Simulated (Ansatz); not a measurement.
**What a trial cell of HgTe relaxes into**

These are results of DFT r2SCAN, scalar-relativistic, plane waves, PAW (Ansatz 0.2.0), not measurements. Cutoff 500 eV, Γ-centred k mesh, Gaussian smearing, no spin polarisation in the final step.

The start puts HgTe on the AuCd (B19) structure type (Pmma, No. 51), with Hg in place of Cd, Te in place of Au, at a guessed volume.

```xyz
4
Lattice="5.9570 0.0000 0.0000 0.0000 3.9422 0.0000 0.0000 0.0000 6.0822" Properties=species:S:1:pos:R:3 pbc="T T T"
Hg    4.4678    0.0000    4.1785
Hg    1.4893    0.0000    1.9037
Te    4.4678    1.9711    1.1435
Te    1.4893    1.9711    4.9387
```

Cell and atoms relax at zero pressure; the relaxation can't lower the symmetry of the start. After a coarse first stage the cell is made exact in the group found at 0.06 Å.

Formation energies are uncorrected and refer to the elements' standard structures at the same level.

Question: What does it relax into?

Answer: It ends in P4/mmm (No. 123). The result has the CuAu (L1_0) structure. Conventional cell: a = 3.595 Å, c = 4.244 Å. Hg has 8 Te at 3.31 Å, 4 Hg at 3.60 Å and 2 Hg at 4.24 Å (next Hg at 5.08 Å); Te has 8 Hg at 3.31 Å, 4 Te at 3.60 Å and 2 Te at 4.24 Å (next Te at 5.08 Å).

Space group P4/mmm (No. 123). a = 3.595 Å, b = 3.595 Å, c = 4.244 Å, α = 90.00°, β = 90.00°, γ = 90.00°
```json
{"atom": "Hg", "site": "1c", "symmetry": "4/mmm", "x": "0.5000", "y": "0.5000", "z": "0.0000"}
{"atom": "Te", "site": "1b", "symmetry": "4/mmm", "x": "0.0000", "y": "0.0000", "z": "0.5000"}
```

Question: What are its volume, energy, density and gap?

Answer: The volume per atom is 27.43 Å³ and the density is 9.93 g/cm³. The energy over the elements is 0.27 eV/atom and the gap on the 16×16×14 mesh is 0 eV (a metal).

The final run used a 16×16×14 mesh on its 2-atom cell and 0.10 eV smearing. For metals, differences of a few meV/atom aren't resolved. Spin–orbit coupling is left out. A structure relaxed within its symmetry needn't be a true minimum.